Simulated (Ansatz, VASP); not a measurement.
**P in VASP and in Ansatz**

Contents of INCAR:

```
SYSTEM = P
ALGO     = Normal         ! electronic algorithm
EDIFF    = 1E-7           ! SCF threshold, eV
ENCUT    = 520            ! plane-wave cutoff, eV
GGA      = PE             ! functional
ISIF     = 2              ! what is computed and relaxed
ISMEAR   = -1             ! smearing method
LASPH    = .TRUE.         ! aspherical terms in the spheres
LCHARG   = .FALSE.        ! write CHGCAR
LREAL    = .FALSE.        ! projectors in reciprocal space
LWAVE    = .FALSE.        ! write WAVECAR
NBANDS   = 12             ! bands
NELM     = 100            ! most SCF steps
PREC     = Accurate       ! precision mode
SIGMA    = 0.05           ! smearing width, eV
```

KPOINTS

```
k-points
0
G
  9 9 9
  0 0 0
```

POSCAR

```
P
1.0
    1.7257251780      0.9963478961      3.1296800121
   -1.7257251780      0.9963478961      3.1296800121
    0.0000000000     -1.9926957921      3.1296800121
P
2
Direct
    0.7729197500      0.7729197500      0.7729197500
    0.2270802500      0.2270802500      0.2270802500
```

File input.yaml:

```yaml
crystal:
  lattice:
    - [1.725725178, 0.9963478961, 3.1296800121]
    - [-1.725725178, 0.9963478961, 3.1296800121]
    - [0.0, -1.9926957921, 3.1296800121]
  atoms:
    - { symbol: P, position: [0.77291975, 0.77291975, 0.77291975] }
    - { symbol: P, position: [0.22708025, 0.22708025, 0.22708025] }
hamiltonian:
  xc: pbe
  pseudopotentials: { kind: paw }
kpoints:
  mp_grid: { grid: [9, 9, 9] }
scf:
  occupations: { method: fermi_dirac, width: 0.05 }
output:
  forces: true
  stress: true
  eigenvalues: true
  write_density: true
  write_potential: true
  elf: true
  volumetric_format: npy
```

This isn't the form of P at room conditions, which is orthorhombic.

Alike in both runs: task single point; functional PBE; k mesh 9 × 9 × 9; occupations fermi-dirac, width 0.05 eV; no spin polarisation.

|  | VASP | Ansatz |
| --- | --- | --- |
| version | VASP 6.6.1 | Ansatz 0.2.0 |
| potentials or method | VASP PAW PBE potentials, release 64 (P) | Ansatz PAW |
| plane-wave cutoff (eV) | 520 | 420 |
| valence electrons in the cell | 10 | 10 |

|  | VASP | Ansatz | Ansatz less VASP |
| --- | --- | --- | --- |
| gap on the k mesh at the Fermi level (eV) | none | none | - |
| pressure (GPa) | 1.5 | 1.8 | +0.30 |
| largest component of the traceless stress (GPa) | 0.82 | 1.03 | +0.213 |
| rms of the force components (eV/Å) | 0.111 | 0.138 | +0.0276 |

Atom by atom the forces differ by 0.028 eV/Å (rms over components). A gap of «none» marks a metal or a gap that the smearing closes.
